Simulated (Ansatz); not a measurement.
The system is KTaO3.

```
Ta K O
1.0
     3.98830    0.00000    0.00000
     0.00000    3.98830    0.00000
     0.00000    0.00000    3.98830
Ta K O
1 1 3
Direct
  0.00000 0.00000 0.00000
  0.50000 0.50000 0.50000
  0.00000 0.00000 0.50000
  0.00000 0.50000 0.00000
  0.50000 0.00000 0.00000
```

Base run:

| Item | Value |
| --- | --- |
| Program | Ansatz 0.2.0 |
| Functional | r2SCAN |
| Potentials or basis | Ansatz PAW |
| Cutoff | 500 eV (not typed: the program's choice for these potentials) |
| k mesh | 7 × 7 × 7 |
| Occupations | fermi-dirac, width 0.05 eV |
| Spin | no spin polarisation |

Its results: band gap on the k mesh 2.69 eV, indirect (least direct gap 3.27 eV); pressure 0.3 GPa.

Problem. The run is repeated on the same cell with these changes: spin from no spin polarisation to spin-orbit coupling, no magnetisation; potential files from those of the base run to others of the same set. What comes out?

Solution. Band gap on the k mesh 2.55 eV, indirect (least direct gap 3.07 eV); pressure 0.1 GPa.

Spin-orbit coupling splits the band edges, which narrows the gap.

Caveats: the k mesh misses the band edges, so the gap on the mesh is wider than the one along the path; the PAW data sets come from PBE, with cores solved anew for the run's functional, which leaves a small shift of forces and pressure; spin-orbit coupling is left out, which moves the levels of the heavy elements (some runs).
